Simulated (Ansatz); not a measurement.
Eu:

```
CELL_PARAMETERS angstrom
0.00000 2.78930 2.78930
2.78930 0.00000 2.78930
2.78930 2.78930 0.00000
ATOMIC_POSITIONS crystal
Eu 0.00000 0.00000 0.00000
```

This isn't the form of Eu at room conditions, which is bcc.

Base run:

```yaml
Program: Ansatz 0.2.0
Functional: PBE
Potentials_or_basis: Ansatz PAW
Cutoff: "420 eV (not typed: the program's choice for these potentials)"
k_mesh: 7 × 7 × 7
Occupations: fermi-dirac, width 0.05 eV
Spin: collinear spin, ferromagnetic start
Starting_moments: "[14.0] μB"
Fixed_moment: 14 μB
```

Its results: pressure -3.8 GPa; site moments Eu +12.77 μB.

Question: The run is repeated on the same cell with these changes: fixed moment from 14 μB to 5.2 μB; moments at the start from [14.0] to [5.2]. What comes out?

Answer: Pressure 0.6 GPa; site moments Eu +5.86 μB.

Caveats: the total moment is fixed, so each spin has its own Fermi level; the thresholds are loose for stress.
